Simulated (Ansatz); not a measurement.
## How settings move the G0W0 gap of NaH (NiAs type)

NaH in the NiAs-type structure, relaxed with r2SCAN; one-shot G0W0 in Ansatz without spin-orbit coupling. The cell comes from a prototype generator: it can be a known phase or a hypothetical one. Spin polarisation is off.

```cif
data_structure
_symmetry_space_group_name_H-M 'P6_3/mmc'
_symmetry_Int_Tables_number 194
_cell_length_a 3.3192
_cell_length_b 3.3192
_cell_length_c 5.8310
_cell_angle_alpha 90.000
_cell_angle_beta 90.000
_cell_angle_gamma 120.000
_cell_volume 55.63
loop_
_atom_site_label
_atom_site_type_symbol
_atom_site_symmetry_multiplicity
_atom_site_Wyckoff_symbol
_atom_site_fract_x
_atom_site_fract_y
_atom_site_fract_z
_atom_site_occupancy
Na1 Na 2 a 0.00000 0.00000 0.00000 1
H1 H 2 c 0.33333 0.66667 0.25000 1
```

Gaps are read over the mesh points alone. G0W0 values are finite-basis, finite-mesh values.

| start | potentials | frequency model | mesh | empty bands | screening cutoff (eV) | Kohn-Sham gap (eV) | G0W0 gap (eV) | rough cost |
| --- | --- | --- | --- | --- | --- | --- | --- | --- |
| PBE | PAW | contour deformation | 6×6×2 | 90 | 80 | 3.44 | 5.55 | 40 core-seconds |
| PBE | PAW | contour deformation | 6×6×2 | 209 | 140 | 3.44 | 5.66 | 2.2 core-minutes |
| PBE | PAW | contour deformation | 6×6×2 | 384 | 210 | 3.44 | 5.71 | 7 core-minutes |
| HSE06 | PAW | contour deformation | 6×6×2 | 209 | 140 | 4.50 | 6.37 | 6 core-minutes |
| LDA | PAW | contour deformation | 6×6×2 | 209 | 140 | 3.08 | 5.47 | 2.2 core-minutes |
| r2SCAN | PAW | contour deformation | 6×6×2 | 209 | 140 | 4.04 | 6.13 | 2.6 core-minutes |
| PBE | PAW | Godby-Needs pole | 6×6×2 | 209 | 140 | 3.44 | 5.71 | 3 core-minutes |
| PBE | PAW | contour deformation | 6×6×4 | 90 | 80 | 3.45 | 5.54 | 90 core-seconds |
| PBE | norm-conserving | contour deformation | 6×6×2 | 209 | 140 | 3.45 | 5.64 | 5 core-minutes |

Over the mesh points the PBE gap of 3.44 eV becomes a quasiparticle gap of 5.71 eV (k = (1/6, 1/3, 0) to Γ), a change of +2.27 eV. Renormalisation factors Z lie between 0.67 and 0.81.

Raising bands and cutoff together moves the gap by +0.11 eV (80 to 140 eV), then +0.05 eV (140 to 210 eV); the last step is still large, so the basis limit isn't reached. Starting from HSE06 (4.50 eV against PBE's 3.44 eV) gives 6.37 eV, +0.71 eV from G0W0@PBE at the same screening cutoff. Starting from LDA (3.08 eV against PBE's 3.44 eV) gives 5.47 eV, -0.19 eV from G0W0@PBE at the same screening cutoff. Starting from r2SCAN (4.04 eV against PBE's 3.44 eV) gives 6.13 eV, +0.47 eV from G0W0@PBE at the same screening cutoff. The Godby-Needs plasmon pole differs from contour deformation by +0.05 eV. A 6×6×4 mesh in place of 6×6×2 changes the opening over PBE by -0.02 eV (the gap on the mesh by -0.01 eV). Norm-conserving potentials (wave cutoff 1197 eV against 420 eV) shift the quasiparticle gap by -0.02 eV and the PBE gap by +0.01 eV. r2SCAN runs take a wave cutoff of 500 eV.

Coordinates of k points refer to the reciprocal vectors of the primitive cell of the runs.
